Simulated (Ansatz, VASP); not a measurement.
## One calculation of Si (a cell with a defect), two programs

```xyz
17
Lattice="0.0000 5.4300 5.4300 5.4300 0.0000 5.4300 5.4300 5.4300 0.0000" Properties=species:S:1:pos:R:3 pbc="T T T"
Si    0.0042   -0.0020    0.0354
Si    1.3643    1.3612    1.3560
Si    2.7150    2.7145   -0.0002
Si    4.0702    4.0664    1.3526
Si    2.6845    0.0023    2.7180
Si    4.0538    1.3814    4.0976
Si    5.4337    2.7490    2.7143
Si    6.7938    4.0704    4.0767
Si    0.0064    2.6824    2.7201
Si    1.3886    4.0480    4.1004
Si    2.7547    5.4295    2.7162
Si    4.0721    6.7926    4.0786
Si    2.7272    2.7198    5.4363
Si    4.0595    4.0562    6.7723
Si    5.4359    5.4338    5.3983
Si    6.8182    6.8139    6.7644
Si    5.4424    5.4349    8.1515
```

Alike in both runs: functional PBE; k mesh 2 × 2 × 2; occupations fermi-dirac, width 0.02 eV; no spin polarisation.

Ansatz relaxed the structure, and its values are those at the end. VASP's run is a single point on that final structure, the one shown.

|  | VASP | Ansatz |
| --- | --- | --- |
| version | VASP 6.6.1 | Ansatz 0.2.0 |
| potentials or method | VASP PAW PBE potentials, release 64 (Si) | scalar-relativistic, plane waves, PAW |
| plane-wave cutoff (eV) | 520 | 420 |
| valence electrons in the cell | 68 | 68 |

```csv
,VASP,Ansatz,Ansatz less VASP
rms of the force components (eV/Å),0.012,0.012,+0.0007
```

Caveats: the k mesh is coarse (spacing up to 0.50 Å⁻¹), so the values aren't converged.
